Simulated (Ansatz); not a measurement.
## TaN/MgO/RuAl: conductance against the thickness of the layer

Wanted: T(E), the conductance and its decay constant for TaN/MgO/RuAl. The lower electrode is TaN rock salt(001), the upper one RuAl B2(001); the barrier is MgO rock salt(001) (non-polar). In the first transport cell, after relaxation, the nearest pair of electrode and barrier is N–Mg at 2.12 Å, along the normal, at the lower face and Ru–O at 2.23 Å, along the normal, at the upper one. All share a net of side 3.065 Å, which strains the lower electrode by -1.9 %, the upper one by +2.2 % and the barrier by +2.0 %, against typed lattice constants near PBE's. The first steps treat the bulk electrodes alone.

Main program and level: Ansatz 0.2.0; PBE DFT, plane waves, PAW files, in the first sound run; inputs show where later runs differ.

**1. Starting point**

The structure is tetragonal, space group I4/mmm (No. 139). Conventional cell: a = 3.065 Å, b = 3.065 Å, c = 4.480 Å, α = 90.00°, β = 90.00°, γ = 90.00°. Nearest to N lie 6 Ta at 2.17 to 2.24 Å. Nearest to Ta lie 6 N at 2.17 to 2.24 Å. Farther neighbours and most contacts between anions are not listed.

**2. Layer spacing of the electrode, 4 atoms, electrode TaN rock salt(001)**

The electrode is held to the junction's net and relaxed along the normal; its spacing is used for the ideal lead layers.

Input file input.yaml:

```yaml
crystal:
  lattice:
    - [3.065, 0.0, 0.0]
    - [0.0, 3.065, 0.0]
    - [0.0, 0.0, 4.4798048019]
  atoms:
    - { symbol: "N", position: [0.0, 0.0, 0.0] }
    - { symbol: Ta, position: [0.5, 0.5, 0.0] }
    - { symbol: "N", position: [0.5, 0.5, 0.5] }
    - { symbol: Ta, position: [0.0, 0.0, 0.5] }
kpoints:
  mp_grid: { grid: [12, 12, 7] }
scf:
  occupations: { method: fermi_dirac, width: 0.1 }
  max_iter: 150
hamiltonian:
  xc: pbe
relax:
  f_tol: 0.01
  max_steps: 40
  cell: { fix: [a, b, angles] }
```

Run with:

```console
ansatz run input.yaml --threads 4 --pin off --max-ram 12288MiB --backend cpu --events-out ev --progress --plain --runs-dir out
```

The runs that follow: layer spacing of the electrode, 2 atoms, electrode RuAl B2(001); relaxing the interfaces; transmission over a wide range of energy; conductance on a fine mesh, atomic planes in the barrier 2, gap between the electrodes 6.49 Å; conductance on a fine mesh, atomic planes in the barrier 3, gap between the electrodes 8.6 Å; conductance, 47 atoms; conductance, atomic planes in the barrier 5, gap between the electrodes 12.83 Å; conductance, atomic planes in the barrier 6, gap between the electrodes 14.94 Å; conductance, atomic planes in the barrier 7, gap between the electrodes 17.05 Å; conductance, atomic planes in the barrier 9, gap between the electrodes 21.28 Å; conductance, atomic planes in the barrier 10, gap between the electrodes 23.4 Å; comparing the runs; fit against thickness; A repeat with changed settings. Settings of the main run: atomic planes in the barrier 4, cutoff 420 eV, 10×10×1 k-mesh, Fermi-Dirac occupations, smearing width 0.1 eV, left electrode TaN rock salt(001), right electrode RuAl B2(001), barrier MgO rock salt(001), barrier faces non-polar, net side 3.065 Å, left strain -0.0193, right strain 0.0217, barrier strain 0.0199, gap between the electrodes 10.71 Å, lead length (24.53, 20.56) Å, alignment non-magnetic, PAW set soft 2.

Before running: what should come out for the decay constant β?

A fit of ln G against d gives β = 0.89 Å⁻¹, and step by step the slopes are 1.55, 1.31, 1.12, 0.83, 0.70, 0.64 and 0.60 Å⁻¹. They differ by more than a fifth, so the fit is an average; how much of this is a real bend and how much error of the runs wasn't traced. At the Fermi level the layers of the barrier in the wide-window run (4 planes) hold from 0.0013 to 0.056 states an eV and atom. For band edges and narrow resonances between the energies solved the program's estimate reaches 1202 %, so such features can't be ruled out. The program's largest other error estimate on these conductances is 95 %, from the mesh across the current, in the run that gave 1.1e6 S/m², so that value may be off by a large factor, and what is derived from it shares the doubt.

| Property | Result |
| --- | --- |
| 1/G at 6.49 Å gap | 0.148 Ω um² |
| 1/G at 23.4 Å gap | 8.8e5 Ω um² |
| decay constant β | 0.89 Å⁻¹ |

No spin-orbit coupling, phonons, disorder or image charges enter; the interfaces are ordered, one cell wide and lattice-matched by strain. Semilocal gaps are too small, which can bring a band edge of the barrier nearer to the Fermi level than it is.

[Logs are printed without paths, hosts, clocks, repeated set-up lines and the standing remarks that a program may print on its own settings, such as how far it seeks lower states.]

[Hosts, paths, dates, database ids (printed as entryN), source tags and the programs' standing remarks are cut or masked in the printed files.]
